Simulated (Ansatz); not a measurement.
**Fitting the PBE energy curve of Ge**

```
CELL_PARAMETERS angstrom
2.71047 0.00000 0.00000
0.00000 2.71047 0.00000
0.00000 0.00000 2.71047
ATOMIC_POSITIONS crystal
Ge 0.00000 0.00000 0.00000
```

This isn't the form of Ge at room conditions, which is diamond.

The cell was scaled at fixed shape and fractions and run with Ansatz, Ansatz PAW (earlier soft set), cutoff 420 eV; PBE, k mesh 10 × 10 × 10 on the cell of 1 atom, fermi-dirac occupations of 0.05 eV, no spin polarisation, no spin-orbit coupling. Energies are those that the program minimises, any entropy of the smearing included. For a metal such a mesh isn't converged to the digits shown.

| V (Å³/atom) | energy over the lowest row (meV/atom) |
| --- | --- |
| 18.7181 | 13.360 |
| 19.1164 | 4.930 |
| 19.5146 | 0.580 |
| 19.9129 | 0.000 |
| 20.3111 | ? |
| 20.7094 | 8.507 |
| 21.1076 | 16.873 |

Problem. Fit the third-order Birch-Murnaghan form, give V0, B0 and B′, and predict the energy left open.

Solution. With y = (V0/V)^(2/3), E = E0 + (9 V0 B0/16) [(y - 1)³ B′ + (y - 1)² (6 - 4y)]. Least squares through the rows shown give V0 = 19.7786 Å³/atom, E0 = -0.182 meV, B0 = 69.01 GPa (1 eV/Å³ = 160.218 GPa) and B′ = 4.52, with a largest miss of 0.028 meV. At V = 20.3111 the form with these constants gives 2.758 meV; the run gave 2.770 meV an atom.
